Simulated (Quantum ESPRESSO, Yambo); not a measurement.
# Quasiparticle gap of AgBr (Bromargyrite) in Yambo, part 3 of 3

Wanted: ground state, empty states, screening and self-energy for AgBr (Bromargyrite).

Quantum ESPRESSO 7.5 and Yambo 5.3.0; PBE and many-body steps on it, plane waves. Known limits of the many-body steps: not at the basis limit; d shell near the gap, gap tends to lie low; no spin-orbit coupling; coarse k mesh.

So far. Step 3 (Bands along the symmetry lines): The gap is 0.676 eV, as in the run before at this level. Step 4 (Empty states on the mesh, 4×4×4 mesh, 144 bands): On this mesh the gap is 0.676 eV.

### Step 6. Screening and self-energy, 4×4×4 mesh, 144 bands, screening to 210.9 eV

G0W0 replaces the xc potential by the self-energy, built once from these orbitals. Only a window of levels is corrected, while the sums run over the empty bands that the input names.

This step: G0W0 on PBE, plane waves, norm-conserving pseudopotentials.

gw1.in reads:

```
HF_and_locXC
gw0
dyson
ppa
em1d
rim_cut
RandQpts= 1000000
RandGvec= 1 RL
EXXRLvcs= 76 Ry
VXCRLvcs= 304 Ry
Chimod= "HARTREE"
% BndsRnXp
 1 | 144 |
%
NGsBlkXp= 15.5 Ry
% LongDrXp
 1 | 1 | 1 |
%
% GbndRnge
 1 | 144 |
%
DysSolver= "n"
ExtendOut
PPAPntXp= 27.21138 eV
% QPkrange
 3 | 3 | 17 | 20 |
 1 | 1 | 17 | 20 |
%
```

Command:

```
OMP_NUM_THREADS=1 mpirun -n 4 yambo -F gw1.in -J gw1 -C gw1 > gw1.log
```

The program printed:

```text
 Yambo, version 5.3.0

 [02] CORE Variables Setup
 =========================

  [... cell, symmetries and grids as in the set-up ...]

  [02.05] Energies & Occupations
  ==============================

  [X] === General ===
  [X] Electronic Temperature                        :  0.000000  0.000000 [eV K]
  [X] Bosonic    Temperature                        :  0.000000  0.000000 [eV K]
  [X] Finite Temperature mode                       : no
  [X] El. density                                   :  0.74786E+24 [cm-3]
  [X] Fermi Level                                   :  9.392987 [eV]

  [X] === Gaps and Widths ===
  [X] Conduction Band Min                           :  0.676466 [eV]
  [X] Valence Band Max                              :  0.000000 [eV]
  [X] Filled Bands                                  :  18
  [X] Empty Bands                                   :   19  144
  [X] Direct Gap                                    :  2.544364 [eV]
  [X] Direct Gap localized at k                     :  1
  [X] Indirect Gap                                  :  0.676466 [eV]
  [X] Indirect Gap between kpts                     :  3  1
  [X] Last valence band width                       :  2.238986 [eV]
  [X] 1st conduction band width                     :  4.251732 [eV]

 [03] Transferred momenta grid and indexing
 ==========================================

 IBZ Q-points                                      :   8
 BZ  Q-points                                      :   64

 K/Q-points units:
 rlu = crystal or reduced units; cc = cartesian coordinates; iku = interal k-units

 Q [1]          [rlu]:  0.000000  0.000000  0.000000
 Q [2]          [rlu]:  0.87369E-17  0.87369E-17  0.25000
 Q [3]          [rlu]: -0.17474E-16 -0.17474E-16 -0.50000
 Q [4]          [rlu]: -0.27823E-16  0.25000      0.25000
 Q [5]          [rlu]: -0.58773E-17  0.25000      0.50000
 Q [6]          [rlu]: -0.17474E-16  0.25000     -0.25000
 Q [7]          [rlu]:  0.55646E-16 -0.50000     -0.50000
 Q [8]          [rlu]:  0.250000 -0.500000 -0.250000

 [04] Coloumb potential Random Integration (RIM)
 ===============================================

  [04.01] RIM initialization
  ==========================

  * Diagonal components only detected *

  8 x (sBL volume)        :  0.095449 [a.u.]
  sBZ random points       :  1000000
  Points outside the sBZ  :   7987327
  RL volume               :  0.763589 [a.u.]
  Integrated volume       :  0.764801 [a.u.]

  [04.02] RIM integrals
  =====================

  Gamma point sphere radius             :  0.082897 [a.u.]
  Points outside the sphere             :   799513
  [Int_sBZ(q=0) 1/q^2]*(Vol_sBZ)^(-1/3) =:  7.764325
                                 should be <:  7.795600

  Summary of Coulomb integrals for non-metallic bands |Q|[au] RIM/Bare

  Q [1] 0.100000E-4 0.995988 * Q [2] 0.249326 1.066027
  Q [4] 0.287897 1.065367 * Q [6] 0.407147 1.027704
  Q [5] 0.477423 1.020621 * Q [3] 0.498652 1.018189
  Q [7] 0.575793 1.014680 * Q [8] 0.643756 1.011664

 [05] Dipoles
 ============

  [05.01] Setup: observables and procedures
  =========================================

 [06] Dynamic Dielectric Matrix (PPA)
 ====================================

 [WR./gw1//ndb.pp]---------------------------------------------------------------
  Brillouin Zone Q/K grids (IBZ/BZ)                :    8   64    8   64
  RL vectors                                       :   4477 [WF]
  Coulomb cutoff potential                         : none
  Electronic Temperature                           :  0.000000 [K]
  Bosonic    Temperature                           :  0.000000 [K]
  PPA    diel. fun.  energies                      : Perdew, Burke & Ernzerhof(X)+Perdew, Burke & Ernzerhof(C)
  wavefunctions                                    : Perdew, Burke & Ernzerhof(X)+Perdew, Burke & Ernzerhof(C)
  Global Gauge                                     : length
  X matrix size                                    :   387
  X band range                                     :    1  144
  X e/h energy range                               : -1.000000 -1.000000 [eV]
  X Time ordering                                  : R
  X Hxc Kernel                                     : HARTREE
  X Drude frequency                                :  0.000000  0.000000
  X poles                                          :  100.0000 [o/o]
  RL vectors in the sum                            :   4477
  [r,Vnl] included                                 : yes
  Field direction                                  :  0.577350E-5  0.577350E-5  0.577350E-5
  BZ energy Double Grid                            : no
  BZ energy DbGd points                            : 0
  BZ Q point size factor                           : -1.000000
  X Optical Averaged directions                    : none

 [07] Local Exchange-Correlation + Non-Local Fock
 ================================================

 [VXC] Plane waves :  29123
 [EXS] Plane waves :   3719

 QP @ state[ 1 ] K range:  1  1
 QP @ state[ 1 ] b range:  17  20
 QP @ state[ 2 ] K range:  3  3
 QP @ state[ 2 ] b range:  17  20

 [xc] Functional : Perdew, Burke & Ernzerhof(X)+Perdew, Burke & Ernzerhof(C)
 [xc] LIBXC used to calculate xc functional
  PP Number of Atomic Species                      :  2
  NLCC RL compoments                               :  29123
  PP Number of Atomic Species                      :  2
  NLCC RL compoments                               :  29123

 [xc] E_xc :  -26.50061 [Ha]
      E_xc :  -53.00121 [Ry]

  Local XC kind (lXC) : Perdew, Burke & Ernzerhof(X)+Perdew, Burke & Ernzerhof(C)
  Non-Local XC kind (nlXC) : Hartree-Fock

  Corrections @ K [1] :  [eV]
 <17|nlXC|17> = -19.81464 -0.55639E-17 <17|lXC|17> = -14.89958  0.000000
 <18|nlXC|18> = -19.81457  0.15001E-16 <18|lXC|18> = -14.89958  0.000000
 <19|nlXC|19> = -7.855291  0.32497E-17 <19|lXC|19> = -11.58099  0.000000
 <20|nlXC|20> = -6.470971  0.16307E-17 <20|lXC|20> = -11.58770  0.000000

  Corrections @ K [3] :  [eV]
 <17|nlXC|17> = -26.08886 -0.14261E-17 <17|lXC|17> = -20.90963 -0.37763E-15
 <18|nlXC|18> = -26.08887 -0.23006E-17 <18|lXC|18> = -20.90963  0.000000
 <19|nlXC|19> = -5.381686  0.47781E-18 <19|lXC|19> = -9.309767 -0.18882E-15
 <20|nlXC|20> = -9.470413  0.81103E-18 <20|lXC|20> = -14.51292  0.000000

 [08] Dyson equation: Newton solver
 ==================================

  [08.01] G0W0 (W PPA)
  ====================

  [  GW  ] Bands range     :    1  144
  [GW/PPA] G damping       :  0.100000 [eV]

  QP @ state[ 1 ] K range:  1  1
  QP @ state[ 1 ] b range:  17  20
  QP @ state[ 2 ] K range:  3  3
  QP @ state[ 2 ] b range:  17  20

   Sc/G bands                                       :    1  144
   Sc/G damping                                     :  0.100000 ev
   Sc bands terminator                              : no
   Sx RL components                                 :   3719

   QP @ state[ 1 ] K range                          :  1  1
   QP @ state[ 1 ] b range                          :  17  20
   QP @ state[ 2 ] K range                          :  3  3
   QP @ state[ 2 ] b range                          :  17  20
   GF energies kind                                 : Perdew, Burke & Ernzerhof(X)+Perdew, Burke & Ernzerhof(C)
   GF WF`s kind                                     : Perdew, Burke & Ernzerhof(X)+Perdew, Burke & Ernzerhof(C)
   Xs energies kind                                 : Perdew, Burke & Ernzerhof(X)+Perdew, Burke & Ernzerhof(C)
   Xs WF`s kind                                     : Perdew, Burke & Ernzerhof(X)+Perdew, Burke & Ernzerhof(C)

 [11] Game Over & Game summary
```

Elapsed: 9.2 min, on 4 MPI ranks of Intel Xeon Platinum 8259CL at 2.50GHz (Skylake/Cascade Lake), shared host; peak memory 1.7 GiB.

This step gave:

| Property | Result |
| --- | --- |
| G0W0 gap on the points computed | 2.061 eV |
| starting gap on the mesh | 0.6765 eV |
| k of the valence top | 0, 0, -0.5 |
| k of the conduction bottom | 0, 0, 0 |
| least direct G0W0 gap on the computed points | 4.454 eV |
| Z at the valence top | 0.8017 |
| Z at the conduction bottom | 0.8280 |

The gap on the mesh goes from 0.68 eV to 2.06 eV, a correction of +1.38 eV.

Limits: finite bands, cutoff and mesh; d shell near the gap, gap tends to lie low; no spin-orbit coupling; coarse k mesh. v1 is the top filled band, c1 the lowest empty one. The levels before and after the correction (eV, zero at the valence-band top of each column):

|  | conduction bottom | valence top |
| --- | --- | --- |
| Kohn-Sham | 0.68 | 0.00 |
| G0W0 | 2.06 | 0.00 |

|  | level | energy (eV) |
| --- | --- | --- |
| Kohn-Sham | Γ v2-v1 | -1.868 |
| Kohn-Sham | Γ c1 | 0.676 |
| Kohn-Sham | Γ c2 | 9.933 |
| Kohn-Sham | (0 0 -0.5) v2-v1 | 0.000 |
| Kohn-Sham | (0 0 -0.5) c1 | 3.790 |
| Kohn-Sham | (0 0 -0.5) c2 | 6.489 |
| G0W0 | Γ v2-v1 | -2.393 |
| G0W0 | Γ c1 | 2.061 |
| G0W0 | Γ c2 | 11.877 |
| G0W0 | (0 0 -0.5) v2-v1 | 0.000 |
| G0W0 | (0 0 -0.5) c1 | 5.159 |
| G0W0 | (0 0 -0.5) c2 | 7.982 |

### Step 7. Where the time went

Times are wall times on the hardware named with each run, good to a factor of about two.

| step | time | share | memory (GiB) |
| --- | --- | --- | --- |
| ground state | 13 s | 2 % | 0.29 |
| bands along the symmetry lines | 11 s | 2 % | 0.26 |
| empty states on the mesh | 17 s | 3 % | 0.41 |
| conversion and set-up | 4.3 s | 1 % | 0.25 |
| screening and self-energy | 9.2 min | 92 % | 1.7 |

### Step 8. Summary of results

```yaml
pbe_gap: 0.68 eV, indirect
g0w0_gap_on_the_mesh: 2.06 eV
gw_settings: 4×4×4 mesh, 144 bands, screening to 210.9 eV, Godby-Needs plasmon pole
known_limits: not at the basis limit; d shell near the gap, gap tends to lie low; no spin-orbit coupling; coarse k mesh
```

G0W0 moves the gap on the mesh from 0.68 eV to 2.06 eV (+1.38 eV), with Z of 0.80 and 0.83 at the edges. Only 2 of the mesh's irreducible points were corrected, so a valley elsewhere could overtake. The dearest step here is «screening and self-energy». Bands and cutoff are finite, so the gap is not at the basis limit. The miss can reach some tenths of an eV and take either sign; the mesh is an error of its own. In the G0W0 run levels were corrected at 2 k points alone, so a gap called «on the mesh» is the least over those, and an edge elsewhere would be missed. The 4×4×4 mesh is coarse for this cell, which bears on the long-range parts of exchange and screening. A d shell, filled or nearly so, lies near the gap. One-shot GW converges very slowly in bands there, not always from below, and on a semilocal start the gap tends to come out low; starts rich in exact exchange can overshoot instead. The many-body steps are scalar-relativistic: spin-orbit coupling is not in them.

[Paths, hosts, dates, memory and timing lines, banners, echoed tables and standing remarks are left out of the program output.]

[Logs are printed without paths, hosts, clocks, repeated set-up lines and the standing remarks that a program may print on its own settings, such as how far it seeks lower states.]

[Runs of the session that timed out or met a known fault of the program may be left out.]

[Hosts, paths, dates, database ids (printed as entryN), source tags and the programs' standing remarks are cut or masked in the printed files.]
